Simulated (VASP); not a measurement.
Input:

```
CELL_PARAMETERS angstrom
      0.00000     3.11600     3.11600
      3.11600     0.00000     3.11600
      3.11600     3.11600     0.00000
ATOMIC_POSITIONS crystal
  Al 0.00000 0.00000 0.00000
  Sb 0.25000 0.25000 0.25000
```

Method: HSEsol screened hybrid, VASP's PBE PAW potentials (set 64) (plane waves; VASP 6.6.1). Numerical set-up: 520 eV cut-off, 6×6×6 Γ-centred mesh, Gaussian smearing of 0.050 eV, potentials Al Sb.

Q: Give the stress tensor in GPa (positive for a compressed cell).

A: 
```
-3.05   0.00   0.00
 0.00  -3.05   0.00
 0.00   0.00  -3.05
```
The pressure is its mean diagonal, -3.05 GPa.

The compound is AlSb in the zinc blende structure. It was relaxed first. The cell's shape comes from a PBE relaxation.
